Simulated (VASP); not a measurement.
A run of VASP 6.6.1:

Contents of INCAR:

```
SYSTEM = TiTe2
PREC = Accurate
ENCUT = 520
EDIFF = 1E-7
ISMEAR = 0
SIGMA = 0.1
LREAL = .FALSE.
LASPH = .TRUE.
NELM = 120
ALGO = Normal
ISIF = 3
LWAVE = .FALSE.
LCHARG = .FALSE.
GGA = PE
IBRION = 2
NSW = 60
EDIFFG = -0.005
POTIM = 0.3
```

The input KPOINTS:

```
Automatic mesh
0
G
  8 8 4
  0 0 0
```

Contents of POSCAR:

```
TiTe2                                   
1.0
    3.7870063074     -0.0000000000      0.0000000000
   -1.8935031537      3.2796436664     -0.0000000000
   -0.0000000000     -0.0000000000      6.7118732814
  Ti              Te            
     1     2
Direct
     0.0000000000000000    0.0000000000000000    0.0000000000000000
     0.6666666699999979    0.3333333300000021    0.2556902494214239
     0.3333333300000021    0.6666666699999979    0.7443097505785761
```

Potentials or basis: VASP PAW PBE potentials, release 64 (Ti_sv, Te).

Command:

```console
$ cat potpaw_PBE.64/Ti_sv/POTCAR potpaw_PBE.64/Te/POTCAR > POTCAR
$ mpirun -np 1 vasp_std > vasp.out
```

Hardware: 1 thread of AMD EPYC 9R45 96-Core Processor (Zen 5), on a shared host.

Problem. How long does it take, and how much memory?

Solution. Wall time 28 s on 1 thread of AMD EPYC 9R45 96-Core Processor (Zen 5), with other jobs on the host, peak memory 0.18 GiB. Counts: scf iterations 18, k points 35, ion steps 1.
